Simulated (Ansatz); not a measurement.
# KNbO3, space group Pm-3m: an equation of state with a fit

Program: the Python package of Ansatz (0.2.0).

Typed at the interpreter:
```pycon
>>> import warnings
>>> import ansatz as az
>>> import numpy as np
>>> from pymatgen.analysis.eos import EOS
>>> FUNCTIONAL = "PBE"
>>> CUTOFF = 420
>>> OCCUPATIONS = "fixed"
>>> KMESH = (6, 6, 6)
>>> VECTORS = np.array([
...     [4.029183, 0.0, 0.0],
...     [0.0, 4.029183, 0.0],
...     [0.0, 0.0, 4.029183],
... ])
>>> SITES = [
...     ("K", (0.0, 0.0, 0.0)),
...     ("Nb", (0.5, 0.5, 0.5)),
...     ("O", (0.0, 0.5, 0.5)),
...     ("O", (0.5, 0.0, 0.5)),
...     ("O", (0.5, 0.5, 0.0)),
... ]
>>> def on_lattice(cell):
...     crystal = az.Crystal(lattice=az.Lattice.of(cell))
...     for symbol, position in SITES:
...         crystal = crystal.atom(symbol, position)
...     return crystal
...
>>> warnings.simplefilter("ignore", az.DeckWarning)
>>> # scale the volume, keep shape and fractions
>>> volumes, energies, pressures = [], [], []
>>> for scale in np.linspace(0.88, 1.12, 7):
...     cell = VECTORS * scale ** (1 / 3)
...     setup = (
...         on_lattice(cell).calculation()
...         .functional(FUNCTIONAL)
...         .basis(CUTOFF)
...         .occupations(OCCUPATIONS)  # whole-number filling, right only where there is a gap
...         .kpoints(*KMESH)
...         .stress()  # GPa
...     )
...     r = setup.run(threads=1).report
...     volumes.append(abs(np.linalg.det(cell)) / len(SITES))
...     energies.append(r["free_energy_ev"] / len(SITES))
...     pressures.append(np.trace(r["stress_gpa"]) / 3)
...     print(f"V = {volumes[-1]:8.4f} A^3/atom  F = {energies[-1]:.5f} eV/atom  P = {pressures[-1]:8.3f} GPa")
...
V =  11.5123 A^3/atom  F = -1559.37916 eV/atom  P =   29.275 GPa
V =  12.0356 A^3/atom  F = -1559.45419 eV/atom  P =   17.148 GPa
V =  12.5589 A^3/atom  F = -1559.49376 eV/atom  P =    7.433 GPa
V =  13.0822 A^3/atom  F = -1559.50483 eV/atom  P =   -0.360 GPa
V =  13.6055 A^3/atom  F = -1559.49332 eV/atom  P =   -6.608 GPa
V =  14.1288 A^3/atom  F = -1559.46323 eV/atom  P =  -11.607 GPa
V =  14.6521 A^3/atom  F = -1559.41856 eV/atom  P =  -15.589 GPa
>>> for form in ["pourier_tarantola", "birch_murnaghan"]:
...     fit = EOS(eos_name=form).fit(volumes, energies)
...     print(f"{form:18s} V0 {fit.v0:8.4f} A^3/atom  B0 {fit.b0_GPa:7.1f} GPa  B1 {fit.b1:5.2f}")
...
pourier_tarantola  V0  13.0571 A^3/atom  B0   176.4 GPa  B1  4.47
birch_murnaghan    V0  13.0575 A^3/atom  B0   175.3 GPa  B1  4.46
```

A third-order Birch-Murnaghan fit through the 7 points has its minimum at 13.06 Å³ an atom, 0.2 % below the typed cell, with a bulk modulus of 175 GPa and dB/dP = 4.5. From that minimum the energy rises by 125.8 meV an atom on the compressed side and 86.4 meV on the expanded side.

What to keep in mind:
- Total energies depend on the potentials; only differences at equal settings carry meaning.
- No spin polarisation was allowed.
- This is a high-temperature or high-pressure form, not the ambient phase.
- Pressure is positive in compression.
- This cell is a computed structure, which may not be the phase found in nature.
- Processor time in the engine: 8.9 s on 1 thread of Intel(R) Xeon(R) Processor @ 2.30GHz (shared host), peak memory 0.61 GiB.
